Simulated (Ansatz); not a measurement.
## MgF2: field gradients at two levels of theory

Cell: a computed structure from the Materials Project (it need not be an observed phase), whose atoms a relaxation with PBE at fixed cell left in place.

Space group P4_2/mnm (No. 136); a = 4.6152, c = 3.0478 Å.

| site | Wyckoff | site symmetry | x | y | z |
| --- | --- | --- | --- | --- | --- |
| Mg | 2a | m.mm | 0.5000 | 0.5000 | 0.5000 |
| F | 4f | m.2m | 0.6971 | 0.6971 | 0.0000 |

One atom of each set is listed.

First run. Level of theory: DFT, PBE, plane waves and PAW, scalar-relativistic, 420 eV cutoff, Γ-centred 7×7×11 k-points, Fermi–Dirac smearing 0.01 eV (Ansatz 0.2.0).

| site | V_zz (10²¹ V/m²) | η |
| --- | --- | --- |
| Mg | 0.75 | 0.19 |
| F | -4.87 | 0.34 |

Second run. The same atoms and settings, except that the functional is r2SCAN and the cutoff is 500 eV.

**Question.** What does the second run give?

**Answer.** 

```json
{"site": "Mg", "V_zz": "0.73", "η": "0.16", "change of V_zz": "-0.02"}
{"site": "F", "V_zz": "-4.70", "η": "0.30", "change of V_zz": "+0.17"}
```

The largest change of V_zz is on F, from -4.87 to -4.70. In per cent, |V_zz| changes by -3 on Mg, -4 on F (all sites that start above 0.5).

For the first run: At this cell the PBE pressure is 5 GPa, so with PBE the cell would grow if it were relaxed. The entry's cell may itself be off.
